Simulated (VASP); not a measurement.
# La2O3 under changes of volume

One of the cells (16.196 Å³/atom); the others are scaled copies at fixed shape and fractional positions:

```
La O
1.0
     3.91851    0.00000    0.00000
    -1.95926    3.39353    0.00000
     0.00000    0.00000    6.08997
La O
2 3
Direct
  0.33333 0.66667 0.24564
  0.66667 0.33333 0.75436
  0.00000 0.00000 0.00000
  0.33333 0.66667 0.64619
  0.66667 0.33333 0.35381
```

The cell is a database's computed one.

* Program: VASP 6.6.1
* Functional: PBE
* Dispersion: D3(BJ)
* Potentials or basis: VASP PAW PBE potentials, release 64 (La, O)
* Cutoff: 520 eV
* k mesh: 8 × 8 × 4
* Occupations: gaussian, width 0.02 eV
* Spin: no spin polarisation

```csv
volume (Å³/atom),energy over the lowest point (meV/atom),pressure (GPa),gap on the mesh (eV),largest force (eV/Å)
15.549,?,?,?,?
15.872,3.50,3.0,3.89,0.159
16.196,0.00,0.2,3.87,0.003
16.520,2.01,-2.4,3.85,0.141
16.844,9.01,-4.7,3.82,0.276
```

Q: What does the run at 15.549 Å³/atom give?

A: Energy over the lowest point 13.15 meV/atom; pressure 6.2 GPa; gap on the mesh 3.91 eV; largest force 0.327 eV/Å.

Worked out: A Birch-Murnaghan fit of order 2 (a polynomial in V^(-2/3)) to the other rows has its minimum at 16.23 Å³/atom with B0 = V·E''(V) = 135 GPa at fixed shape and positions, which overstates the stiffness. It gives 13.05 meV/atom at 15.549 Å³/atom, against the run's 13.15, and -dE/dV = 6.3 GPa, against 6.2. A straight line through the other rows of the gap, of slope -1.16 eV per unit of ln V, extrapolates to 3.92 eV, against the run's 3.91.

Energies are extrapolated to zero smearing.

Caveats: spin-orbit coupling is left out, which moves the levels of the heavy elements.

A mesh can miss the band edges.
